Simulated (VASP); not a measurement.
# Zn (Pm-3m) in VASP: a series of runs

One crystal, Zn, is run at these levels: r2SCAN, SCAN, TPSS; tasks: band structure.

All numbers are computed with VASP 6.6.1; they aren't measurements. Logs are shortened: lines on timing, memory, paths and dates and some standing lists are left out, and cuts for length are marked.

### 1 The crystal as given

The structure is cubic, space group Pm-3m (No. 221). The conventional cell has a = 3.771 Å, b = 3.771 Å, c = 3.771 Å, α = 90.00°, β = 90.00°, γ = 90.00°. Around Zn (site symmetry 4/mmm) lie 8 Zn at 2.67 Å.

The cell was built by a generator and needn't be a form met in nature.

### 2 Band structure, r2SCAN

INCAR

```
SYSTEM = Zn
PREC = Accurate
ENCUT = 520
EDIFF = 1E-6
ISMEAR = -1
SIGMA = 0.05
LREAL = .FALSE.
LASPH = .TRUE.
NELM = 80
ALGO = Normal
ISIF = 2
LWAVE = .FALSE.
LCHARG = .FALSE.
METAGGA = R2SCAN
LMIXTAU = .TRUE.
```

KPOINTS

```
regular mesh
0
G
  7 7 7
  0 0 0
```

POSCAR

```
Zn
1.0
    3.7711300000      0.0000000000      0.0000000000
    0.0000000000      3.7711300000      0.0000000000
    0.0000000000      0.0000000000      3.7711300000
Zn
3
Direct
    0.0000000000      0.5000000000      0.5000000000
    0.5000000000      0.0000000000      0.5000000000
    0.5000000000      0.5000000000      0.0000000000
```

KPOINTS_OPT

```
path GXMGRX,MR
10
line-mode
reciprocal
 0.0000000000  0.0000000000  0.0000000000  G
 0.0000000000  0.5000000000  0.0000000000  X

 0.0000000000  0.5000000000  0.0000000000  X
 0.5000000000  0.5000000000  0.0000000000  M

 0.5000000000  0.5000000000  0.0000000000  M
 0.0000000000  0.0000000000  0.0000000000  G

 0.0000000000  0.0000000000  0.0000000000  G
 0.5000000000  0.5000000000  0.5000000000  R

 0.5000000000  0.5000000000  0.5000000000  R
 0.0000000000  0.5000000000  0.0000000000  X

 0.5000000000  0.5000000000  0.0000000000  M
 0.5000000000  0.5000000000  0.5000000000  R
```

Potentials or basis: VASP PAW PBE potentials, release 64 (Zn).

On the command line:

```sh
> cat potpaw_PBE.64/Zn/POTCAR > POTCAR
> mpirun -np 1 vasp_std > vasp.out
```

OUTCAR:

```text
SYSTEM = Zn
   PREC = Accurate
   ENCUT = 520
   EDIFF = 1E-6
   ISMEAR = -1
   LREAL = .FALSE.
   LASPH = .TRUE.
   NELM = 80
   ISIF = 2
   METAGGA = R2SCAN

 ion  position               nearest neighbor table
   1  0.000  0.500  0.500-   2 2.67   3 2.67   3 2.67   2 2.67   2 2.67   3 2.67   3 2.67   2 2.67

   2  0.500  0.000  0.500-   1 2.67   3 2.67   3 2.67   1 2.67   3 2.67   3 2.67   1 2.67   1 2.67

   3  0.500  0.500  0.000-   1 2.67   2 2.67   1 2.67   2 2.67   2 2.67   2 2.67   1 2.67   1 2.67

  LATTYP: Found a simple cubic cell.
 ALAT       =     3.7711300000

  Lattice vectors:

 A1 = (   3.7711300000,   0.0000000000,   0.0000000000)
 A2 = (   0.0000000000,   3.7711300000,   0.0000000000)
 A3 = (   0.0000000000,   0.0000000000,   3.7711300000)

Analysis of symmetry for initial positions (statically):
=====================================================================
 Subroutine PRICEL returns:
 Original cell was already a primitive cell.

 Routine SETGRP: Setting up the symmetry group for a
 simple cubic supercell.

 Subroutine GETGRP returns: Found 48 space group operations
 (whereof 48 operations were pure point group operations)
 out of a pool of 48 trial point group operations.

The static configuration has the point symmetry O_h .

Analysis of symmetry for dynamics (positions and initial velocities):
=====================================================================
 Subroutine PRICEL returns:
 Original cell was already a primitive cell.

 Routine SETGRP: Setting up the symmetry group for a
 simple cubic supercell.

 Subroutine GETGRP returns: Found 48 space group operations
 (whereof 48 operations were pure point group operations)
 out of a pool of 48 trial point group operations.

The dynamic configuration has the point symmetry O_h .

 Subroutine INISYM returns: Found 48 space group operations
 (whereof 48 operations are pure point group operations),
 and found     1 'primitive' translations

----------------------------------------------------------------------------------------

                                     Primitive cell

  volume of cell :      53.6308

  direct lattice vectors                    reciprocal lattice vectors
     3.771130000  0.000000000  0.000000000     0.265172508  0.000000000  0.000000000
     0.000000000  3.771130000  0.000000000     0.000000000  0.265172508  0.000000000
     0.000000000  0.000000000  3.771130000     0.000000000  0.000000000  0.265172508

  length of vectors
     3.771130000  3.771130000  3.771130000     0.265172508  0.265172508  0.265172508

  position of ions in fractional coordinates (direct lattice)
     0.000000000  0.500000000  0.500000000
     0.500000000  0.000000000  0.500000000
     0.500000000  0.500000000  0.000000000

  ion indices of the primitive-cell ions
   primitive index   ion index
                 1           1
                 2           2
                 3           3

----------------------------------------------------------------------------------------

 KPOINTS: regular mesh

Automatic generation of k-mesh.
 Grid dimensions read from file:
 generate k-points for:    7    7    7

 Generating k-lattice:

  Cartesian coordinates                     Fractional coordinates (reciprocal lattice)
     0.037881787  0.000000000  0.000000000     0.142857143  0.000000000  0.000000000
     0.000000000  0.037881787  0.000000000     0.000000000  0.142857143  0.000000000
     0.000000000  0.000000000  0.037881787     0.000000000  0.000000000  0.142857143

  Length of vectors
     0.037881787  0.037881787  0.037881787

  Shift w.r.t. Gamma in fractional coordinates (k-lattice)
     0.000000000  0.000000000  0.000000000

 Subroutine IBZKPT returns following result:
 ===========================================

 Found     20 irreducible k-points:

 Following reciprocal coordinates:
            Coordinates               Weight
  0.000000  0.000000  0.000000      1.000000
  0.142857  0.000000  0.000000      6.000000
  0.285714  0.000000  0.000000      6.000000
  0.428571  0.000000  0.000000      6.000000
  0.142857  0.142857  0.000000     12.000000
  0.285714  0.142857  0.000000     24.000000
[... 12 lines left out ...]
  0.428571  0.428571  0.285714     24.000000
  0.428571  0.428571  0.428571      8.000000
   k-points           NKPTS =     20   k-points in BZ     NKDIM =     20   number of bands    NBANDS=     22
   number of dos      NEDOS =    301   number of ions     NIONS =      3
   total plane-waves  NPLWV =  21952
   dimension x,y,z NGX =    28 NGY =   28 NGZ =   28
   dimension x,y,z NGXF=    56 NGYF=   56 NGZF=   56
   ions per type =               3
   NGX,Y,Z   is equivalent  to a cutoff of  12.34, 12.34, 12.34 a.u.
   NGXF,Y,Z  is equivalent  to a cutoff of  24.69, 24.69, 24.69 a.u.
 SYSTEM =  Zn
   PREC   = accura    normal or accurate (medium, high low for compatibility)
   ISTART =      0    job   : 0-new  1-cont  2-samecut
   ICHARG =      2    charge: 1-file 2-atom 10-const
   ISPIN  =      1    spin polarized calculation?
   LNONCOLLINEAR =      F non collinear calculations
   LSORBIT =      F    spin-orbit coupling
   LASPH  =      T    aspherical Exc in radial PAW
   ENCUT  =  520.0 eV  38.22 Ry    6.18 a.u.   7.01  7.01  7.01*2*pi/ulx,y,z
   NELM   =     80;   NELMIN=  2; NELMDL= -5     # of ELM steps
   EDIFF  = 0.1E-05   stopping-criterion for ELM
   LREAL  =      F    real-space projection
   EDIFFG = 0.1E-04   stopping-criterion for IOM
   NSW    =      0    number of steps for IOM
   IBRION =     -1    ionic relax: 0-MD 1-quasi-New 2-CG
   NFREE  =      0    steps in history (QN), initial steepest desc. (CG)
   ISIF   =      2    stress and relaxation
   ISYM   =      2    0-nonsym 1-usesym 2-fastsym
   POTIM  = 0.5000    time-step for ionic-motion
   TEBEG  =    0.0;   TEEND  =   0.0 temperature during run
   PSTRESS=    0.0 pullay stress
   NELECT =      36.0000    total number of electrons
   NUPDOWN=      -1.0000    fix difference up-down
   EMIN   =  10.00;   EMAX   =-10.00  energy-range for DOS
   EFERMI =   0.00;   METHOD = LEGACY
   ISMEAR =    -1;   SIGMA  =   0.05  broadening in eV -4-tet -1-fermi 0-gaus
   EFERMI_NEDOS =   21; number of points for ismear=-14 and -15
   IALGO  =     38    algorithm
   IMIX   =      4    mixing-type and parameters
     AMIX     =   0.40;   BMIX     =  1.00
     AMIX_MAG =   1.60;   BMIX_MAG =  1.00
  volume/ion in A,a.u.               =      17.88       120.64
  Fermi-wavevector in a.u.,A,eV,Ry     =   1.433411  2.708755 27.955455  2.054668
  Thomas-Fermi vector in A             =   2.552932
   LORBIT       =      0    0 simple, 1 ext, 2 COOP (PROOUT), +10 PAW based schemes
   METAGGA = R2SCAN    functional components
   LHFCALC =     F    Hartree Fock is set to
   AEXX    =    0.0000 exact exchange contribution
   IVDW    =     0    specifies the selected vdW correction
   LEPSILON=     F    determine dielectric tensor
   LRPA    =     F    only Hartree local field effects (RPA)
 non-spin polarized calculation
  energy-cutoff  :      520.00
  volume of cell :       53.63
 maximum number of plane-waves:      1457
   NGX = 15   NGY = 15   NGZ = 15

 number of electron      36.0000073 magnetization

 Free energy of the ion-electron system (eV)
  ---------------------------------------------------
  ext. energy  EPLUGINS =         0.00000000
  ---------------------------------------------------
  free energy    TOTEN  =       -26.12800582 eV

  energy without entropy =      -26.12154505  energy(sigma->0) =      -26.12477543

 E-fermi :   1.6652     XC(G=0): -11.5102

 val. band max:        1.5362955673   @ k =   0.1429   0.1429   0.1429
 cond. band min:       1.7058125126   @ k =   0.2857   0.1429   0.0000
 fundamental gap:      0.1695169453
 Fermi energy:         1.6652443089

 k-point     1 :       0.0000    0.0000    0.0000
  band No.  band energies     occupation
      1      -8.2425      2.00000
      2      -6.6406      2.00000
      3      -6.6313      2.00000
      4      -6.6313      2.00000
      5      -6.6313      2.00000
      6      -6.4007      2.00000
[... 14 lines left out ...]
     21       5.0739      0.00000
     22       7.7638      0.00000

 k-point     2 :       0.1429    0.0000    0.0000
  band No.  band energies     occupation
      1      -8.0452      2.00000
      2      -6.6158      2.00000
      3      -6.5853      2.00000
      4      -6.5853      2.00000
      5      -6.5652      2.00000
      6      -6.3828      2.00000
[... 14 lines left out ...]
     21       6.4236      0.00000
     22       8.8185      0.00000

 k-point     3 :       0.2857    0.0000    0.0000
  band No.  band energies     occupation
      1      -7.5340      2.00000
      2      -6.5788      2.00000
      3      -6.4502      2.00000
      4      -6.4502      2.00000
      5      -6.4448      2.00000
      6      -6.1983      2.00000
[... 14 lines left out ...]
     21       7.3396      0.00000
     22       9.5583      0.00000

 k-point     4 :       0.4286    0.0000    0.0000
  band No.  band energies     occupation
      1      -7.0634      2.00000
      2      -6.5465      2.00000
      3      -6.4184      2.00000
      4      -6.2439      2.00000
      5      -6.2439      2.00000
      6      -6.0383      2.00000
[... 14 lines left out ...]
     21       7.7933      0.00000
     22       7.7933      0.00000

 k-point     5 :       0.1429    0.1429    0.0000
  band No.  band energies     occupation
      1      -7.8563      2.00000
      2      -6.5965      2.00000
      3      -6.5529      2.00000
      4      -6.5437      2.00000
      5      -6.4786      2.00000
      6      -6.3516      2.00000
[... 317 lines left out ...]
 k-point    18 :       0.4286    0.2857    0.2857
  band No.  band energies     occupation
      1      -6.7507      2.00000
      2      -6.4919      2.00000
      3      -6.4067      2.00000
      4      -6.2769      2.00000
      5      -6.1916      2.00000
      6      -6.1262      2.00000
[... 14 lines left out ...]
     21       4.2617      0.00000
     22       6.5296      0.00000

 k-point    19 :       0.4286    0.4286    0.2857
  band No.  band energies     occupation
      1      -6.7004      2.00000
      2      -6.5772      2.00000
      3      -6.5378      2.00000
      4      -6.3531      2.00000
      5      -6.1480      2.00000
      6      -6.1316      2.00000
[... 14 lines left out ...]
     21       4.1510      0.00000
     22       4.7736      0.00000

 k-point    20 :       0.4286    0.4286    0.4286
  band No.  band energies     occupation
      1      -6.7314      2.00000
      2      -6.6665      2.00000
      3      -6.6665      2.00000
      4      -6.4354      2.00000
      5      -6.1368      2.00000
      6      -6.1368      2.00000
[... 14 lines left out ...]
     21       2.0731      0.00057
     22       2.9626      0.00000

------------------------ aborting loop because EDIFF is reached ----------------------------------------

  FORCE on cell =-STRESS in cart. coord.  units (eV):
  Direction    XX          YY          ZZ          XY          YZ          ZX
  --------------------------------------------------------------------------------------
  -------------------------------------------------------------------------------------
  Total       -1.2049417     -1.2049417     -1.2049417     -0.0000000      0.0000000     -0.0000000
  in kB      -35.9966512    -35.9966512    -35.9966512     -0.0000000      0.0000000     -0.0000000
  external PRESSURE =     -35.9966512 kB  Pullay stress =       0.0000000 kB

 VOLUME and BASIS-vectors are now :
 -----------------------------------------------------------------------------
  energy-cutoff  :      520.00
  volume of cell :       53.63
      direct lattice vectors                 reciprocal lattice vectors
     3.771130000  0.000000000  0.000000000     0.265172508  0.000000000  0.000000000
     0.000000000  3.771130000  0.000000000     0.000000000  0.265172508  0.000000000
     0.000000000  0.000000000  3.771130000     0.000000000  0.000000000  0.265172508

 POSITION                                       TOTAL-FORCE (eV/Angst)
 -----------------------------------------------------------------------------------
      0.00000      1.88556      1.88556         0.000000      0.000000      0.000000
      1.88556      0.00000      1.88556         0.000000      0.000000      0.000000
      1.88556      1.88556      0.00000         0.000000      0.000000      0.000000
 -----------------------------------------------------------------------------------
    total drift:                                0.000000      0.000000      0.000000

  FREE ENERGIE OF THE ION-ELECTRON SYSTEM (eV)
  ---------------------------------------------------
  free  energy   TOTEN  =       -26.1280058150 eV

  energy  without entropy=      -26.1215450467  energy(sigma->0) =      -26.12477543
```

Wall time 3.8 min (1 thread of AMD EPYC 7R43 (Zen 3), shared host); peak memory 0.14 GiB.

What came out:

| Item | Value |
| --- | --- |
| Free energy | -26.1280 eV |
| Pressure | -3.6 GPa |
| Band gap along the path | none (metal or under the smearing width) |

Levels at the corners of the path, in eV from the Fermi level:
```csv
point,band 14,band 15,band 16,band 17,band 18,band 19,band 20,band 21,band 22
Γ,-6.89,-6.89,-6.89,0.82,0.82,0.82,3.41,3.41,6.10
X,-7.15,-6.89,-6.66,-5.86,3.23,3.23,5.41,5.79,5.79
X,-7.15,-6.89,-6.66,-5.86,3.23,3.23,5.41,5.79,5.79
M,-7.32,-7.24,-4.98,-3.28,-3.28,-1.60,6.39,6.92,6.92
M,-7.32,-7.24,-4.98,-3.28,-3.28,-1.60,6.39,6.92,6.92
Γ,-6.89,-6.89,-6.89,0.82,0.82,0.82,3.41,3.41,6.10
Γ,-6.89,-6.89,-6.89,0.82,0.82,0.82,3.41,3.41,6.10
R,-6.97,-6.97,-3.12,-0.64,-0.64,-0.64,-0.51,-0.51,-0.51
R,-6.97,-6.97,-3.12,-0.64,-0.64,-0.64,-0.51,-0.51,-0.51
X,-7.15,-6.89,-6.66,-5.86,3.23,3.23,5.41,5.79,5.79
M,-7.32,-7.24,-4.98,-3.28,-3.28,-1.60,6.39,6.92,6.92
R,-6.97,-6.97,-3.12,-0.64,-0.64,-0.64,-0.51,-0.51,-0.51
```

Caveat: the PAW data sets were made with another functional, which shifts forces and pressure a little.

### 3 Band structure, SCAN

INCAR, as its differences from that of step 2:

```diff
@@ -13,3 +13,3 @@
 LCHARG = .FALSE.
-METAGGA = R2SCAN
+METAGGA = SCAN
 LMIXTAU = .TRUE.
```

KPOINTS is that of step 2.

POSCAR is that of step 2.

KPOINTS_OPT is that of step 2.

Potentials or basis: VASP PAW PBE potentials, release 64 (Zn).

On the command line:

```sh
> cat potpaw_PBE.64/Zn/POTCAR > POTCAR
> mpirun -np 1 vasp_std > vasp.out
```

Wall time 4.6 min (1 thread of AMD EPYC 7R43 (Zen 3), shared host); peak memory 0.15 GiB.

It converged, with:

```yaml
Free_energy: -39.7955 eV
Pressure: -4.3 GPa
Band_gap_along_the_path: none (metal or under the smearing width)
```

Levels at the corners of the path, in eV from the Fermi level:
| point | band 16 | band 17 | band 18 | band 19 | band 20 | band 21 |
| --- | --- | --- | --- | --- | --- | --- |
| Γ | -6.75 | 0.79 | 0.79 | 0.79 | 3.49 | 3.49 |
| X | -6.63 | -5.87 | 3.20 | 3.20 | 5.52 | 5.84 |
| X | -6.63 | -5.87 | 3.20 | 3.20 | 5.52 | 5.84 |
| M | -5.00 | -3.26 | -3.26 | -1.56 | 6.37 | 6.94 |
| M | -5.00 | -3.26 | -3.26 | -1.56 | 6.37 | 6.94 |
| Γ | -6.75 | 0.79 | 0.79 | 0.79 | 3.49 | 3.49 |
| Γ | -6.75 | 0.79 | 0.79 | 0.79 | 3.49 | 3.49 |
| R | -3.16 | -0.64 | -0.64 | -0.64 | -0.47 | -0.47 |
| R | -3.16 | -0.64 | -0.64 | -0.64 | -0.47 | -0.47 |
| X | -6.63 | -5.87 | 3.20 | 3.20 | 5.52 | 5.84 |
| M | -5.00 | -3.26 | -3.26 | -1.56 | 6.37 | 6.94 |
| R | -3.16 | -0.64 | -0.64 | -0.64 | -0.47 | -0.47 |

Caveat: the PAW data sets were made with another functional, which shifts forces and pressure a little.

[end of part 1 of 2]
